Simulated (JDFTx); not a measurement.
# MoS2 (R3m) in JDFTx: reference runs

How does MoS2 come out in PBE? The cell is run as given.

Everything below comes from runs of JDFTx 1.7.0 (patched build). Logs are shortened: lines on timing, memory, paths and dates and some standing lists are left out, and cuts for length are marked. The log counts tension as positive stress, the text compression.

**1. Starting point**

The structure is trigonal, space group R3m (No. 160). Conventional cell: a = 3.160 Å, b = 3.160 Å, c = 18.450 Å, α = 90.00°, β = 90.00°, γ = 120.00°. Mo (site symmetry 3m) has 6 S at 2.39 Å as nearest neighbours. S (site symmetry 3m) has 3 Mo at 2.39 Å as nearest neighbours. S (site symmetry 3m) has 3 Mo at 2.39 Å as nearest neighbours.

Measurements of this composition are mostly on another form, of space group No. 194.

**2. Single point, PBE**

MoS2.in reads:

```
lattice \
    2.9857672769    -2.9857672769     0.0000000000 \
    1.7238335410     1.7238335410    -3.4476670820 \
   11.6218156664    11.6218156664    11.6218156664
coords-type Lattice
ion Mo     0.0000000000     0.0000000000     0.0000000000 1
ion S      0.4170000000     0.4170000000     0.4170000000 1
ion S      0.2500000000     0.2500000000     0.2500000000 1

ion-species pseudo/Mo.upf
ion-species pseudo/S.upf
elec-cutoff 40 320
elec-ex-corr gga-PBE
kpoint-folding 10 10 10
elec-smearing Fermi 0.0018374661
elec-n-bands 19
electronic-SCF nIterations 100 energyDiffThreshold 1e-09
electronic-minimize nIterations 30 energyDiffThreshold 1e-7
converge-empty-states yes
forces-output-coords Cartesian

dump-name run.$VAR
dump End Ecomponents EigStats BandEigs Kpoints Forces Stress ElecDensity Dtot KEdensity
```

Potentials or basis: PseudoDojo-SR-PBE-0.5-standard.

The run is started by

```console
> jdftx -c 1 -i MoS2.in -o MoS2.out
```

The program printed:

```text
*************** JDFTx 1.7.0 (patched build) ***************

Input parsed successfully to the following command list (including defaults):
[... the input with its defaults ...]

---------- Setting up symmetries ----------

Non-trivial transmission matrix:
[   1   0   0  ]
[  -1   1   0  ]
[   0  -1   1  ]
with reduced lattice vectors:
[      5.971535     -2.985767      0.000000  ]
[      0.000000      5.171501     -3.447667  ]
[      0.000000      0.000000     11.621816  ]

Found 12 point-group symmetries of the bravais lattice
Found 6 space-group symmetries with basis
Applied RMS atom displacement 0 bohrs to make symmetries exact.

---------- Initializing the Grid ----------
R =
[      2.98577     -2.98577            0  ]
[      1.72383      1.72383     -3.44767  ]
[      11.6218      11.6218      11.6218  ]
unit cell volume = 358.903
G =
[    1.05219   0.607482   0.180212  ]
[   -1.05219   0.607482   0.180212  ]
[ -1.4987e-17   -1.21496   0.180212  ]
Minimum fftbox size, Smin = [  100  100  100  ]
Chosen fftbox size, S = [  100  100  100  ]

---------- Initializing tighter grid for wavefunction operations ----------
R =
[      2.98577     -2.98577            0  ]
[      1.72383      1.72383     -3.44767  ]
[      11.6218      11.6218      11.6218  ]
unit cell volume = 358.903
G =
[    1.05219   0.607482   0.180212  ]
[   -1.05219   0.607482   0.180212  ]
[ -1.4987e-17   -1.21496   0.180212  ]
Minimum fftbox size, Smin = [  72  72  72  ]
Chosen fftbox size, S = [  72  72  72  ]

---------- Exchange Correlation functional ----------
Initalized PBE GGA exchange.
Initalized PBE GGA correlation.

---------- Setting up pseudopotentials ----------
Width of ionic core gaussian charges (only for fluid interactions / plotting) set to 0

Reading pseudopotential file 'pseudo/Mo.upf':
  'Mo' pseudopotential, 'PBE' functional
  Generated using ONCVPSP code by D. R. Hamann
  14 valence electrons, 4 orbitals, 6 projectors, 1001 radial grid points, with lMax = 2
    4S    l: 0   occupation:  2.0   eigenvalue: -2.364714
    4P    l: 1   occupation:  6.0   eigenvalue: -1.414320
    4D    l: 2   occupation:  5.0   eigenvalue: -0.137921
    5S    l: 0   occupation:  1.0   eigenvalue: -0.150182
  Core radius for overlap checks: 1.35 bohrs.

Reading pseudopotential file 'pseudo/S.upf':
  'S' pseudopotential, 'PBE' functional
  Generated using ONCVPSP code by D. R. Hamann
  6 valence electrons, 2 orbitals, 6 projectors, 1001 radial grid points, with lMax = 2
    3S    l: 0   occupation:  2.0   eigenvalue: -0.634163
    3P    l: 1   occupation:  4.0   eigenvalue: -0.257567
  Core radius for overlap checks: 1.43 bohrs.

Initialized 2 species with 3 total atoms.

Folded 1 k-points by 10x10x10 to 1000 k-points.

---------- Setting up k-points, bands, fillings ----------
Adding inversion symmetry to k-mesh for non-inversion-symmetric unit cell.
Reduced to 116 k-points under symmetry.
Computing the number of bands and number of electrons
Calculating initial fillings.
nElectrons:  26.000000   nBands: 19   nStates: 116

----- Setting up reduced wavefunction bases (one per k-point) -----
average nbasis = 4336.639 , ideal nbasis = 4336.711

---------- Setting up ewald sum ----------
Optimum gaussian width for ewald sums = 2.615953 bohr.
Real space sum over 2197 unit cells with max indices [  6  6  6  ]
Reciprocal space sum over 4913 terms with max indices [  8  8  8  ]

---------- Allocating electronic variables ----------
Initializing wave functions:  linear combination of atomic orbitals
Note: number of bands (19) exceeds available atomic orbitals (18)
Mo pseudo-atom occupations:   s ( 2 2 )  p ( 6 )  d ( 4 )
S pseudo-atom occupations:   s ( 2 )  p ( 4 )
	FillingsUpdate:  mu: +0.689920861  nElectrons: 26.000000
LCAOMinimize: Iter:   0  F: -88.6270050839375045  |grad|_K:  1.143e-02  alpha:  1.000e+00
LCAOMinimize: 	Step increased F by 1.312388e-01, reducing alpha to 3.998795e-02.
	FillingsUpdate:  mu: +0.594407792  nElectrons: 26.000000
LCAOMinimize: Iter:   1  F: -88.7836626110201053  |grad|_K:  6.785e-03  alpha:  3.999e-02  linmin: -4.648e-01  cgtest:  1.149e+00
[... 16 lines of inner loops ...]
LCAOMinimize: Iter:   7  F: -88.9202997563021569  |grad|_K:  1.552e-06  alpha:  3.328e-01  linmin:  8.092e-05  cgtest: -1.540e-03
	FillingsUpdate:  mu: +0.432748933  nElectrons: 26.000000
LCAOMinimize: Iter:   8  F: -88.9202997820797663  |grad|_K:  6.573e-07  alpha:  5.110e-01  linmin: -1.815e-05  cgtest:  1.118e-03
LCAOMinimize: Converged (|Delta F|<1.000000e-06 for 2 iters).

-------- Electronic minimization -----------
Will mix electronic density at each iteration.
	FillingsUpdate:  mu: +0.432748933  nElectrons: 26.000000
	FillingsUpdate:  mu: +0.422090766  nElectrons: 26.000000
SCF: Cycle:  0   F: -89.001903738214196   dF: -8.160e-02   |Residual|: 1.519e-01   |deigs|: 8.349e-02
	FillingsUpdate:  mu: +0.425779053  nElectrons: 26.000000
SCF: Cycle:  1   F: -89.066983978640181   dF: -6.508e-02   |Residual|: 7.669e-02   |deigs|: 7.552e-03
	FillingsUpdate:  mu: +0.421863275  nElectrons: 26.000000
SCF: Cycle:  2   F: -89.080449578656413   dF: -1.347e-02   |Residual|: 2.765e-02   |deigs|: 7.394e-03
	FillingsUpdate:  mu: +0.425038766  nElectrons: 26.000000
SCF: Cycle:  3   F: -89.082426360731404   dF: -1.977e-03   |Residual|: 1.530e-02   |deigs|: 3.850e-03
	FillingsUpdate:  mu: +0.426462250  nElectrons: 26.000000
SCF: Cycle:  4   F: -89.082221178061317   dF: +2.052e-04   |Residual|: 8.310e-03   |deigs|: 1.021e-03
	FillingsUpdate:  mu: +0.426493414  nElectrons: 26.000000
SCF: Cycle:  5   F: -89.082484936061164   dF: -2.638e-04   |Residual|: 1.823e-03   |deigs|: 6.003e-04
	FillingsUpdate:  mu: +0.426541289  nElectrons: 26.000000
SCF: Cycle:  6   F: -89.082491559277102   dF: -6.623e-06   |Residual|: 8.682e-04   |deigs|: 1.652e-04
	FillingsUpdate:  mu: +0.426667632  nElectrons: 26.000000
SCF: Cycle:  7   F: -89.082492844282825   dF: -1.285e-06   |Residual|: 1.990e-04   |deigs|: 1.310e-04
	FillingsUpdate:  mu: +0.426703319  nElectrons: 26.000000
SCF: Cycle:  8   F: -89.082493095367511   dF: -2.511e-07   |Residual|: 7.485e-05   |deigs|: 6.050e-05
	FillingsUpdate:  mu: +0.426699170  nElectrons: 26.000000
SCF: Cycle:  9   F: -89.082493194183286   dF: -9.882e-08   |Residual|: 8.629e-05   |deigs|: 4.539e-05
	FillingsUpdate:  mu: +0.426697164  nElectrons: 26.000000
SCF: Cycle: 10   F: -89.082493232033798   dF: -3.785e-08   |Residual|: 6.748e-05   |deigs|: 4.201e-05
	FillingsUpdate:  mu: +0.426698609  nElectrons: 26.000000
SCF: Cycle: 11   F: -89.082493253471327   dF: -2.144e-08   |Residual|: 3.225e-05   |deigs|: 5.026e-05
	FillingsUpdate:  mu: +0.426698657  nElectrons: 26.000000
SCF: Cycle: 12   F: -89.082493260900350   dF: -7.429e-09   |Residual|: 8.939e-06   |deigs|: 4.449e-05
	FillingsUpdate:  mu: +0.426697827  nElectrons: 26.000000
SCF: Cycle: 13   F: -89.082493264001016   dF: -3.101e-09   |Residual|: 8.073e-06   |deigs|: 4.772e-05
	FillingsUpdate:  mu: +0.426697765  nElectrons: 26.000000
SCF: Cycle: 14   F: -89.082493265257767   dF: -1.257e-09   |Residual|: 2.003e-06   |deigs|: 3.500e-05
	FillingsUpdate:  mu: +0.426697886  nElectrons: 26.000000
SCF: Cycle: 15   F: -89.082493265825917   dF: -5.681e-10   |Residual|: 4.270e-06   |deigs|: 3.345e-05
	FillingsUpdate:  mu: +0.426697861  nElectrons: 26.000000
SCF: Cycle: 16   F: -89.082493266086132   dF: -2.602e-10   |Residual|: 1.932e-06   |deigs|: 3.198e-05
SCF: Converged (|Delta E|<1.000000e-09 for 2 iters).

Setting wave functions to eigenvectors of Hamiltonian
Converging empty states (this may take a while):
EmptyStates: None of the convergence criteria satisfied.
|deigs|: 6.844e-04

# Stress tensor in Cartesian coordinates [Eh/a0^3]:
[ -0.000156993            0            0  ]
[            0 -0.000156993            0  ]
[            0            0 -0.000238781  ]

# Ionic positions in lattice coordinates:
ion Mo   0.000000000000000   0.000000000000000   0.000000000000000 1
ion S   0.417000000000000   0.417000000000000   0.417000000000000 1
ion S   0.250000000000000   0.250000000000000   0.250000000000000 1

# Forces in Cartesian coordinates:
force Mo  -0.000000000000000   0.000000000000000   0.001687503118531 1
force S  -0.000000000000002   0.000000000000001   0.008639828911317 1
force S  -0.000000000000002  -0.000000000000001  -0.010326577193066 1

# Energy components:
   Eewald =      -59.4751984970284440
       EH =       27.5220567599704076
     Eloc =      -85.4821997305674302
      Enl =       11.6209856605623685
      Exc =      -16.6474969967879751
 Exc_core =        3.2988062913315646
       KE =       30.0805532829495341
-------------------------------------
     Etot =      -89.0824932295699767
       TS =        0.0000000365161512
-------------------------------------
        F =      -89.0824932660861322

IonicMinimize: Iter:   0  F: -89.082493266086132  |grad|_K:  4.523e-03
IonicMinimize: None of the convergence criteria satisfied after 0 iterations.

#--- Lowdin population analysis ---
# oxidation-state Mo +0.291
# oxidation-state S -0.049 -0.044

Dumping 'run.eigStats' ...
	eMin: -1.852283 at state 115 ( [ +0.500000 +0.500000 +0.500000 ] spin 0 )
	HOMO: +0.411253 at state 115 ( [ +0.500000 +0.500000 +0.500000 ] spin 0 )
	mu  : +0.426697
	LUMO: +0.446399 at state 21 ( [ +0.000000 +0.200000 -0.200000 ] spin 0 )
	eMax: +0.745354 at state 113 ( [ +0.400000 +0.500000 +0.500000 ] spin 0 )
	HOMO-LUMO gap: +0.035145
	Optical gap  : +0.071962 at state 26 ( [ +0.000000 +0.300000 -0.300000 ] spin 0 )
WARNING: the last solve of the electrons (or of bands or displaced states from it) ended unconverged.
Done!
[note: mu as printed may lie anywhere between the filled and the empty levels]
```

It took 30 min on 1 thread of Arm Neoverse V2, shared host; peak memory 0.71 GiB.

What came out:

```
Free energy            : -2424.0581 eV
Pressure               : 5.4 GPa
Largest force          : 0.531 eV/Å
Band gap on the k mesh : 0.96 eV, indirect (least direct gap 1.96 eV)
```

Forces on the atoms (eV/Å):
```
Mo   0.000  0.000  0.087
S    0.000  0.000  0.444
S    0.000  0.000 -0.531
```

Stress tensor (GPa, compression positive):
```
4.62 0.00 0.00
0.00 4.62 0.00
0.00 0.00 7.03
```

Caveat: the empty levels aren't tightly converged.
